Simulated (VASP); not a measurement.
KF: single point with PBE

The system is KF.

```
CELL_PARAMETERS angstrom
3.16154 0.19554 0.19554
0.19554 3.16154 -0.19554
0.19554 -0.19554 3.16154
ATOMIC_POSITIONS crystal
K 0.00531 0.99469 0.99469
F 0.49469 0.50531 0.50531
```

The cell comes from a database or a generator and needn't be the stable form of this composition.

The cell isn't the ideal one: strained and moved within a subgroup.

| Property | Result |
| --- | --- |
| Program | VASP 6.6.1 |
| Task | single point |
| Functional | PBE |
| Potentials or basis | VASP PAW PBE potentials, release 64 (K_sv, F) |
| Cutoff | 520 eV |
| k mesh | 8 × 8 × 8 |
| Occupations | gaussian, width 0.02 eV |
| Spin | no spin polarisation |

The pressure is 8.1 GPa, the largest force is 0.354 eV/Å and the band gap on the k mesh is 6.70 eV, direct.

Forces in eV/Å, atoms in the order of the input:
```
K   -0.204  0.204  0.204
F    0.204 -0.204 -0.204
```

Stress tensor (GPa, compression positive):
```
 8.05 -5.09 -5.09
-5.09  8.05  5.09
-5.09  5.09  8.05
```

Levels at points of the mesh, in eV from the valence-band top:
| k point | band 5 | band 6 | band 7 | band 8 | band 9 | band 10 | band 11 | band 12 |
| --- | --- | --- | --- | --- | --- | --- | --- | --- |
| (0.00, 0.00, 0.00) | -9.66 | -0.28 | -0.28 | 0.00 | 6.70 | 8.52 | 8.52 | 14.12 |
| (0.50, 0.00, 0.00) | -9.48 | -1.53 | -0.63 | -0.30 | 9.58 | 9.62 | 11.63 | 12.69 |
| (0.50, 0.50, 0.00) | -9.52 | -0.91 | -0.59 | -0.09 | 8.71 | 9.03 | 12.10 | 13.09 |
| (0.50, 0.50, 0.50) | -10.04 | -1.44 | -1.44 | -1.38 | 10.26 | 10.26 | 12.69 | 15.22 |

Run time: 20 s on 1 thread of Intel(R) Xeon(R) Platinum 8488C (Sapphire Rapids), with other jobs on the host, peak memory 0.15 GiB.

A k mesh can miss the band edges.
